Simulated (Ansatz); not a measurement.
## Structures of InSb3: which is lowest?

Plane-wave DFT in Ansatz with scalar-relativistic PAW potentials, cutoff 420 eV, Γ-centred meshes chosen by cell and gap, Gaussian smearing with energies taken to zero width. Every cell was relaxed (cell and atoms) in a run of its own, within the symmetry of its start. Functional: PBEsol.

Relaxed structures (starts from databases or built by putting these elements on another compound's sites):
A. Fm-3m, 4 atoms in the computed cell, a = 7.448 Å; sites (symmetry × multiplicity) In m-3m × 4, Sb -43m × 8 + m-3m × 4; start: database
B. Pm-3m, 4 atoms in the computed cell, a = 4.728 Å; sites (symmetry × multiplicity) In m-3m × 1, Sb 4/mm.m × 3; start: database
C. R-3m, 8 atoms in the computed cell, a = 8.573 Å, c = 10.796 Å; sites (symmetry × multiplicity) In 3m × 6, Sb .m × 18; start: built

Rank them by energy. Could pressure change the order?

| structure | group | E − E(lowest) (meV/atom) | V (Å³/atom) | gap on mesh (eV) |
| --- | --- | --- | --- | --- |
| C | R-3m | 0.0 | 28.63 | 0.00 |
| A | Fm-3m | 121 | 25.82 | 0.00 |
| B | Pm-3m | 145 | 26.43 | 0.00 |

C is lowest, 121 meV/atom under A. A is denser by 2.81 Å³/atom, so pressure favours it: ΔE/ΔV, with ΔE in eV and 1 eV/Å³ = 160.2 GPa, gives about 7 GPa for equal enthalpy if both cells were rigid, a rough figure since the two compress differently. Other structures may lie lower than all of these, and vibrations aren't counted.

Spin-orbit coupling is left out, which matters for the bands of heavy elements.